A negative sample bias makes the tip of a tunnelling microscope image filled states, a positive one empty states. On the nickel-bearing silicon surface considered here, the filled-state window has been followed down to −1 V. If it is opened to −2 V, how do the brightness, the relief and the decay of the image change?

Tersoff-Hamann images of a Si(110) slab with one Ni atom per 1 × 1 cell, computed with Ansatz 0.2.0 (PBE, PAW, no spin polarization). The plane-wave cutoff is 420 eV, the k mesh 15 × 11 × 1 and the Gaussian smearing 0.1 eV. Mean density and bright over dark refer to a plane 3 Å above the topmost nucleus, and corrugation is taken at that plane's mean density.

| bias (V) | log10 mean density (log10 of e/angstrom^3) | bright over dark | corrugation (Å) | brightest over | apparent barrier at 4 angstrom (eV) |
| --- | --- | --- | --- | --- | --- |
| -2.000 | ? | ? | ? | Si | ? |
| -1.000 | -3.983 | 11.265 | 0.975 | Si | 6.352 |
| -0.500 | -4.257 | 9.055 | 0.895 | Si | 6.087 |
| -0.250 | -4.607 | 8.823 | 0.883 | Si | 6.402 |
| 0.250 | -4.627 | 3.377 | 0.509 | Si | 5.724 |
| 0.500 | -4.305 | 3.925 | 0.591 | Si | 5.633 |
| 1.000 | -3.954 | 4.324 | 0.666 | Si | 5.603 |
| 1.500 | -3.803 | 4.356 | 0.690 | Si | 4.981 |

Each image adds up every state between the Fermi level and the bias, so the −1 V image already contains the −0.5 V one. The mean density and the ratio bright over dark belong to a plane 3 Å above the topmost nucleus. Corrugation is the height range over which a tip would travel at constant density. The apparent barrier expresses how fast the mean density dies away at 4 Å, as the height of the barrier that would cause such a decay.

The slab is thin and unreconstructed, with a nickel atom in every surface cell and spin left out. Its bottom face is bare, and the atomic plane there holds nearly half of the states within 0.25 eV of the Fermi level. The zero of bias is therefore set partly by a face that the tip never sees. The tip is closer than in a usual measurement, and the bending of the bands by its field is left out. The nickel sits below the topmost silicon, so a brightest spot over Si doesn't show that nickel plays no part.

The decay is the easiest to reason out. An electron at energy E above the Fermi level faces a barrier W − E, where W is the vacuum level, 4.742 eV. Its density falls with height z as exp(−2κz), and κ grows as the square root of the barrier. Electrons from deep in the window therefore fade sooner. With an equal supply at every energy, most of the electrons that reach the tip would come from the upper half of the window.

For states spread evenly over a window of bias V, the mean energy of the electrons that arrive is V/(1 − exp(−aV)) − 1/a. Here a is the change of the decay exponent per electronvolt. At 4 Å it is 4/(0.53 × √(13.6 × 4.74)) ≈ 0.94, with the Bohr radius in ångström and the Rydberg energy in electronvolts. For −2 V the mean energy is then 0.36 − 1.06 = −0.70 eV. For −1 V it is −0.42 eV, so a whole extra volt moves the mean by less than 0.3 eV.

A straight line through the seven known barriers against this mean energy has a slope of −0.99 ± 0.16, where the argument asks for about −1. It starts from 6.0 eV at zero energy, which gives 6.0 + 0.99 × 0.70 ≈ 6.7 eV at −2 V. Single rows lie up to 0.3 eV off the line. The three known filled-state rows alone show no steady rise with depth, so the slope comes from the empty-state rows and from the difference between the polarities. The forecast is 6.7 eV within 6.3 to 7.1 eV, so probably higher than at −1 V.

The starting value lies 1.2 eV above the vacuum level, so these barriers shouldn't be read as work functions. Electrons that also move along the surface have less energy left for the way out, and they decay faster. The lateral energy at the nearer edge of the surface Brillouin zone is about 1.3 eV, so this cause has the right size, though the states were not sorted by their lateral motion.

The amount of density is harder to foresee. If decay alone mattered, the image at +1 V would be twice as dense as the one at −1 V, yet the two differ by only 7 %. The filled states must therefore make up for much of the decay, by their number or by how far they reach into the vacuum. Even supply beyond −1 V would give a log10 mean density of −3.81 at −2 V, and growth in proportion to bias would give −3.68. The forecast is the midpoint, −3.75, give or take 0.12. The midpoint means less than a doubling, though the upper end of the range allows somewhat more.

Relief depends on where the states sit as well as on their energy. At equal bias the filled states show 0.3 to 0.4 Å more corrugation than the empty ones, although the atoms haven't moved. A filled dangling bond on the topmost silicon atom is the likely reason, but the states were not resolved by atom. On a close-packed simple metal, which has no such bonds, the two polarities would look much more alike.

Within each polarity the known corrugation grows with bias. For filled states this rests on the step to −1 V, since the change between −0.25 and −0.5 V is too small to interpret. When density is proportional to bias, each doubling makes half of the window new, so a fixed step per doubling is a plausible rule. Fitted to the seven known rows with a separate level for filled states, it gives 1.04 Å at −2 V, give or take 0.12 Å, which is slightly more than at −1 V. The danger is that deeper states, in back bonds, on nickel or in the bulk, flatten the image.

Contrast and corrugation are two views of the same density. If the density decays exponentially, and at the same rate over bright and dark spots, the corrugation is the logarithm of bright over dark divided by the decay constant 2κ. This estimate comes within 10 % of the corrugation in each known row, though it is low in all of them. Used in reverse, with the ratio of logarithm to corrugation found in the known filled-state rows, it turns 1.04 Å into a bright over dark of 13, within 10 to 18.

The withheld rows as computed:

| bias (V) | log10 mean density (log10 of e/angstrom^3) | bright over dark | corrugation (Å) | brightest over | apparent barrier at 4 angstrom (eV) |
| --- | --- | --- | --- | --- | --- |
| -2.000 | -3.704 | 10.696 | 0.914 | Si | 6.751 |

The barrier is a clear hit, less than 0.1 eV from the forecast. The mean density also falls within its range and is just short of double the value at −1 V. It lies nearer to the proportional estimate: the second volt adds 90 % as much density as the first, where even supply would have added about half. The second volt indeed holds more states, about 7.7 electrons per cell against 4.7 in the first, which helps to make up for their faster decay. The even supply assumed for the barrier was thus too simple, and the electrons that arrive come from somewhat deeper than −0.70 eV, but the forecast survived it.

The corrugation is a miss. At 0.914 Å it lies just below the range, and it has fallen from its value at −1 V where a small rise was forecast. Bright over dark stays inside its wide range at 10.7, but it too is lower than at −1 V. The rule of equal steps took it for granted that each new half of the window would sharpen the image, and here the new half blurs it.

The link between contrast and corrugation shows how the fall comes about. The logarithm of bright over dark drops by about 2 %, while the decay constant rises by about 3 %. A steeper decay means that the tip needs a smaller change of height to make up for a given contrast, so both changes lower the relief. Together they account for most of the 6 % fall.

The drop in contrast also tells something about the added states. If the bright and dark spots stay where they were, the density added between −1 and −2 V must have a lower bright over dark than the density already there. Bulk states are an unlikely cause, because about 62 % of the added states lie in the top atomic plane, against 38 % of those already there. That plane holds the nickel as well as two silicon atoms. Nickel 3d states are expected at such depths, and the nickel sits almost half a cell away from the topmost silicon, where extra density could fill in the dark parts of the image. The states were not separated by atom, so silicon back bonds remain possible too. The energy of the window was thus a good guide to the decay at −2 V, whereas the relief also required knowing the shape of the states that entered. The fits and the misses are in the output below.

Printed output of the fit:

```
fit of image_apparent_barrier_at_4_angstrom on 7 rows: constant 5.985 +/- 0.076, coefficient of emean -0.9906 +/- 0.16; rms 0.159, worst -0.25 -0.298, leave-one-out rms 0.215
  rows outside the fit (model, value, miss): -2.0 6.682, 6.751, -0.0691
fit of image_corrugation on 7 rows: constant 0.6519 +/- 0.012, coefficient of filled 0.3285 +/- 0.017, coefficient of doublings 0.06279 +/- 0.0088; rms 0.0162, worst -0.25 -0.0281, leave-one-out rms 0.0308
  rows outside the fit (model, value, miss): -2.0 1.043, 0.914, 0.129
fit of image_log10_mean_density on 7 rows: constant -3.973 +/- 0.011, coefficient of log10(abs(bias)) 1.057 +/- 0.029; rms 0.0185, worst -0.5 -0.0344, leave-one-out rms 0.0249
  rows outside the fit (model, value, miss): -2.0 -3.655, -3.704, 0.0487
barrier offset above the vacuum level (eV): 1.243
lateral kinetic energy at the nearer zone edge (eV): 1.275
mean density at +1 V over -1 V, decay alone: 2.025
mean density at +1 V over -1 V, computed: 1.069
log10 mean density at -2 V, even states thinned by decay: -3.809
log10 mean density at -2 V, proportional to bias: -3.682
log10 mean density at -2 V, forecast: -3.745
log10 mean density at -2 V, forecast less computed: -0.04135
bright over dark at -2 V, forecast: 13.16
bright over dark at -2 V, forecast less computed: 2.466
density added from -1 to -2 V over density up to -1 V: 0.9011
relief from contrast and decay:
    row  mean energy (eV)  ln bright over dark  decay constant (1/angstrom)  estimated corrugation (angstrom)  estimate less computed (%)
   -2.0           -0.7034                 2.37                        2.662                            0.8902                      -2.607
   -1.0           -0.4227                2.422                        2.582                            0.9378                      -3.818
   -0.5           -0.2305                2.203                        2.528                            0.8716                      -2.617
  -0.25           -0.1201                2.177                        2.593                            0.8399                      -4.886
   0.25            0.1299                1.217                        2.451                            0.4964                      -2.467
    0.5            0.2695                1.367                        2.432                            0.5623                      -4.861
    1.0            0.5773                1.464                        2.425                            0.6037                      -9.355
    1.5            0.9209                1.472                        2.287                            0.6435                      -6.739
```
